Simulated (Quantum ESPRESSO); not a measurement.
## TiCo3 under changes of volume

One of the cells (11.612 Å³/atom); the others are scaled copies at fixed shape and fractional positions:

```
Co Ti
1.0
     3.59465    0.00000    0.00000
     0.00000    3.59465    0.00000
     0.00000    0.00000    3.59465
Co Ti
3 1
Direct
  0.50000 0.50000 0.00000
  0.50000 0.00000 0.50000
  0.00000 0.50000 0.50000
  0.00000 0.00000 0.00000
```

```yaml
Program: Quantum ESPRESSO 7.5
Functional: LDA
Potentials_or_basis: GBRV 1.5 LDA
Cutoff: 762 eV
Density_cutoff: 6095 eV
k_mesh: 8 × 8 × 8
Occupations: fermi-dirac, width 0.05 eV
Spin: collinear spin, ferromagnetic start
Starting_moments: "[2.0, 2.0, 2.0, 1.0] μB"
```

```tsv
volume (Å³/atom)	energy over the lowest point (meV/atom)	moment (μB per cell)
11.157	0.00	0.29
11.384	23.77	2.22
11.612	45.45	1.60
11.840	65.24	2.62
12.067	?	?
```

What does the run at 12.067 Å³/atom give?

Energy over the lowest point 92.86 meV/atom; moment 2.66 μB per cell.

Worked out: A Birch-Murnaghan fit of order 2 (a polynomial in V^(-2/3)) to the other rows has no minimum within the range. It gives 83.11 meV/atom at 12.067 Å³/atom, against the run's 92.86. Pressures are left out, since they don't match the slope of the energies. The moment follows no smooth curve through the other rows.

Energies are extrapolated to zero smearing.
